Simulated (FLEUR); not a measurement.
Runs of FLEUR MaX-R8.1 (later development tree) on Mo. It takes space group Im-3m (No. 229, cubic). The conventional cell has a = 3.168 Å, b = 3.168 Å, c = 3.168 Å, α = 90.00°, β = 90.00°, γ = 90.00°. Mo (site symmetry m-3m) is surrounded by 8 Mo at 2.74 Å. 

```csv
task,level,spin,cell,k mesh,gmax,muffin-tin radii,lmax,lnonsphr,max iterations,kmax,gap on the mesh (eV),V0 of scaled cells (Å³/atom),B0 (GPa)
equation of state,PBEsol,off,as given,12 × 12 × 12,12.9 1/bohr,Mo 2.35 bohr,Mo 10,Mo 10,-,4.17 1/bohr,-,(a),283
single point,PBEsol,off,as given,12 × 12 × 12,12.9 1/bohr,Mo 2.35 bohr,Mo 10,Mo 10,60,4.17 1/bohr,none,-,-
single point,PBEsol,off,cell strained at random at fixed volume,12 × 12 × 12,12.9 1/bohr,Mo 2.35 bohr,Mo 9,Mo 9,60,4.17 1/bohr,none,-,-
equation of state,r2SCAN,off,as given,12 × 12 × 12,12.9 1/bohr,Mo 2.35 bohr,Mo 10,Mo 10,-,4.17 1/bohr,-,15.63,274
```

Alike in all rows: potentials or basis all-electron, FLAPW; smearing fermi-dirac 0.05 eV.

Estimate the missing entries.

(a) 15.32.

Caveats: the meta-GGA is that of a development version, with a GGA for the radial functions and cores and without core tails (some runs).

A k mesh can miss the band edges, and the runs leave out spin-orbit coupling on Mo.

A gap of «none» marks a metal or a gap under the smearing width.
